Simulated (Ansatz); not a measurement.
Crystal: NiSb (Breithauptite).

```
Sb Ni
1.0
     3.92800    0.00000    0.00000
    -1.96400    3.40175    0.00000
     0.00000    0.00000    5.12000
Sb Ni
2 2
Direct
  0.66667 0.33333 0.75000
  0.33333 0.66667 0.25000
  0.00000 0.00000 0.50000
  0.00000 0.00000 0.00000
```

| Property | Result |
| --- | --- |
| Program | Ansatz 0.2.0 |
| Task | single point |
| Functional | PBE |
| Potentials or basis | Ansatz PAW |
| Cutoff | 420 eV (not typed: the program's choice for these potentials) |
| k mesh | 8 × 8 × 5 |
| Occupations | fermi-dirac, width 0.05 eV |
| Spin | collinear spin, ferromagnetic start |
| Starting moments | [0.0, 0.0, 1.0, 1.0] μB |

On this cell: pressure 3.8 GPa; largest force under 0.003 eV/Å; net moment 0.00 μB per cell; band gap on the k mesh none (metal or under the smearing width).

The same run follows on a disturbed copy (atoms moved at random, drawn with an rms of 0.05 Å):

```
CELL_PARAMETERS angstrom
3.92800 0.00000 0.00000
-1.96400 3.40175 0.00000
0.00000 0.00000 5.12000
ATOMIC_POSITIONS crystal
Sb 0.66532 0.33526 0.75369
Sb 0.33953 0.66691 0.24493
Ni 0.00167 0.01462 0.50260
Ni 0.99724 0.99659 0.99519
```

What does the disturbed cell give?

The energy (extrapolated to zero smearing) moves by +5.0 meV/atom; pressure 3.9 GPa; largest force 0.360 eV/Å; net moment 0.00 μB per cell; band gap on the k mesh none (metal or under the smearing width).

Forces on the atoms (eV/Å):
```
Sb  -0.009  0.062 -0.226
Sb  -0.242  0.108  0.198
Ni   0.144 -0.198 -0.264
Ni   0.108  0.028  0.293
```

Stress tensor (GPa, compression positive):
```
 4.06  0.46 -0.13
 0.46  4.24  0.00
-0.13  0.00  3.51
```

Caveats: the starting moments weren't kept.
